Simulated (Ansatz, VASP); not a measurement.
One calculation of C, two programs

Contents of INCAR:

```
  PREC = Accurate
  ENCUT = 520
  EDIFF = 1E-7
  ISMEAR = 0
  SIGMA = 0.013000000000000001
  LREAL = F
  LASPH = T
  NELM = 100
  ALGO = Fast
  ISIF = 2
  LWAVE = F
  LCHARG = T
  GGA = PE
  LELF = T
  LVHAR = T
```

File KPOINTS:

```
Automatic mesh
0
Gamma
  12 12 4
```

POSCAR

```
C
1.0
    2.5221000000      0.0000000000      0.0000000000
   -1.2610500000      2.1842026709      0.0000000000
    0.0000000000      0.0000000000      8.2371000000
C
8
Direct
    0.6666666667      0.3333333333      0.8437500000
    0.3333333333      0.6666666667      0.3437500000
    0.6666666667      0.3333333333      0.6562500000
    0.3333333333      0.6666666667      0.1562500000
    0.0000000000      0.0000000000      0.9062500000
    0.0000000000      0.0000000000      0.4062500000
    0.0000000000      0.0000000000      0.5937500000
    0.0000000000      0.0000000000      0.0937500000
```

input.yaml

```yaml
crystal:
  lattice:
    - [2.5221, 0.0, 0.0]
    - [-1.26105, 2.1842026709, 0.0]
    - [0.0, 0.0, 8.2371]
  atoms:
    - { symbol: C, position: [0.6666666667, 0.3333333333, 0.84375] }
    - { symbol: C, position: [0.3333333333, 0.6666666667, 0.34375] }
    - { symbol: C, position: [0.6666666667, 0.3333333333, 0.65625] }
    - { symbol: C, position: [0.3333333333, 0.6666666667, 0.15625] }
    - { symbol: C, position: [0.0, 0.0, 0.90625] }
    - { symbol: C, position: [0.0, 0.0, 0.40625] }
    - { symbol: C, position: [0.0, 0.0, 0.59375] }
    - { symbol: C, position: [0.0, 0.0, 0.09375] }
hamiltonian:
  xc: pbe
  pseudopotentials: { kind: paw }
kpoints:
  mp_grid: { grid: [12, 12, 4] }
scf:
  occupations: { method: gaussian, width: 0.013 }
output:
  forces: true
  stress: true
  eigenvalues: true
```

This is a hexagonal form of diamond, not graphite.

Alike in both runs: task single point; functional PBE; k mesh 12 × 12 × 4; occupations gaussian, width 0.013 eV; no spin polarisation.

|  | VASP | Ansatz |
| --- | --- | --- |
| version | VASP 6.6.1 | Ansatz 0.2.0 |
| potentials or method | VASP PAW PBE potentials, release 64 (C) | Ansatz PAW |
| plane-wave cutoff (eV) | 520 | 420 |
| valence electrons in the cell | 32 | 32 |

|  | VASP | Ansatz | Ansatz less VASP |
| --- | --- | --- | --- |
| gap on the k mesh at the Fermi level (eV) | 4.41 | 4.42 | +0.009 |
| least direct gap on the mesh (eV) | 5.18 | 5.19 | +0.007 |
| pressure (GPa) | 2.9 | 2.3 | -0.67 |
| largest component of the traceless stress (GPa) | 8.20 | 8.20 | -0.004 |
| rms of the force components (eV/Å) | 0.187 | 0.187 | -0.0002 |

Atom by atom the forces differ by 0.001 eV/Å (rms over components).

Caveats: the pressure holds a Pulay correction of +1.0 GPa for the finite cutoff (Ansatz). A k mesh can miss the band edges. PBE gaps usually lie below the measured ones, often by a third to a half.
